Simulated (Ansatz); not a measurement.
## C in Ansatz: the effect of exact exchange

Crystal: C.

```
C
1.0
     0.00000    1.78340    1.78340
     1.78340    0.00000    1.78340
     1.78340    1.78340    0.00000
C
2
Direct
  0.49248 0.38838 0.46666
  0.75752 0.86162 0.78334
```

This isn't the form of C at room conditions, which is graphite.

The cell isn't the ideal one: all atoms moved at random, sigma 0.25 Å a component.

Alike in all runs:

| Item | Value |
| --- | --- |
| Program | Ansatz 0.2.0 |
| Task | single point |
| Functional | HSE06 form with a typed share of exact exchange |
| Potentials or basis | Ansatz PAW |
| Cutoff | 420 eV (not typed: the program's choice for these potentials) |
| k mesh | 7 × 7 × 7 |
| Occupations | fermi-dirac, width 0.05 eV |
| Spin | no spin polarisation |

| exact exchange | pressure (GPa) | largest force (eV/Å) |
| --- | --- | --- |
| 0.05 | ? | ? |
| 0.1 | 85.7 | 15.59 |
| 0.15 | 84.2 | 15.50 |
| 0.2 | 82.7 | 15.41 |
| 0.25 | 81.2 | 15.38 |
| 0.3 | 79.5 | 15.39 |
| 0.4 | 76.3 | 15.42 |
| 0.5 | 73.1 | 15.45 |

**Question.** What does the run with exact exchange 0.05 give?

**Answer.** Pressure 87.2 GPa; largest force 15.65 eV/Å.

Worked out: A straight line through the other rows of the pressure, of slope -31.6 GPa per unit of exact exchange, extrapolates to 87.4 GPa, against the run's 87.2. A parabola through the other rows of the largest force, of slope -2.06 eV/Å per unit of exact exchange there, extrapolates to 15.67 eV/Å, against the run's 15.65.

Caveats: all runs use coarse meshes; a pressure of tens of GPa on the cell as given is suspect, and the run, the potentials or the cell itself is likely at fault; the PAW data sets come from PBE, with cores solved anew for the run's functional, which leaves a small shift of forces and pressure; forces of over 1 eV/Å show positions far from the minimum, so gaps and moduli don't describe the material at rest; the thresholds are loose for stress.
